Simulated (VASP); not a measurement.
# InPd: relaxation of cell and atoms with RPBE

The system is InPd.

```
CELL_PARAMETERS angstrom
3.27188 0.00000 0.00000
0.00000 3.27188 0.00000
0.00000 0.00000 3.27188
ATOMIC_POSITIONS crystal
In 0.00000 0.00000 0.00000
Pd 0.50000 0.50000 0.50000
```

The cell comes from a database or a generator and needn't be the stable form of this composition.

```
Program                : VASP 6.6.1
Task                   : relaxation of cell and atoms
Functional             : RPBE
Potentials or basis    : VASP PAW PBE potentials, release 64 (In_d, Pd)
Cutoff                 : 600 eV
k mesh                 : 8 × 8 × 8
Occupations            : fermi-dirac, width 0.05 eV
Spin                   : no spin polarisation
Further INCAR settings : ALGO = Normal; EDIFF = 1e-06; IBRION = 2; EDIFFG = -0.01; NSW = 60; ISIF = 3
```

```json
{"Relaxed volume": "18.59 Å³/atom", "Relaxed cell": "a = 3.338 Å, b = 3.338 Å, c = 3.338 Å, α = 90.00°, β = 90.00°, γ = 90.00°", "Space group after relaxing (to 0.05 Å)": "Pm-3m (No. 221)", "Energy gained by relaxing": "22.5 meV/atom", "Ionic steps": "3", "Pressure after relaxing": "0.0 GPa", "Band gap on the k mesh": "none (metal or under the smearing width)"}
```

Step by step:
```
step  energy change (eV)  largest force (eV/Å)  pressure (GPa)  volume (Å³)
   1              0.0000                0.0000            7.15        35.03
   2             -0.0165                0.0000           -4.26        39.14
   3             -0.0450                0.0000           -0.03        37.19
```

Final structure:
```
CELL_PARAMETERS angstrom
3.33781 0.00000 0.00000
0.00000 3.33781 0.00000
0.00000 0.00000 3.33781
ATOMIC_POSITIONS crystal
In 0.00000 0.00000 0.00000
Pd 0.50000 0.50000 0.50000
```

Levels at points of the mesh, in eV from the Fermi level:
| k point | band 9 | band 10 | band 11 | band 12 | band 13 | band 14 |
| --- | --- | --- | --- | --- | --- | --- |
| (0.00, 0.00, 0.00) | -2.06 | -2.06 | -2.06 | 4.23 | 4.23 | 4.23 |
| (0.50, 0.00, 0.00) | -2.94 | -2.94 | -2.12 | -0.99 | 9.17 | 9.17 |
| (0.50, 0.50, 0.00) | -2.44 | -2.01 | -2.01 | -1.53 | 1.28 | 2.39 |
| (0.50, 0.50, 0.50) | -1.50 | -1.50 | -0.17 | 3.79 | 3.79 | 3.79 |

Run time: 27 s on 1 thread of AMD EPYC 9R45 96-Core Processor (Zen 5) (shared host), peak memory 0.15 GiB.

Caveat: the PAW data sets were made with another functional, which shifts forces and pressure a little.
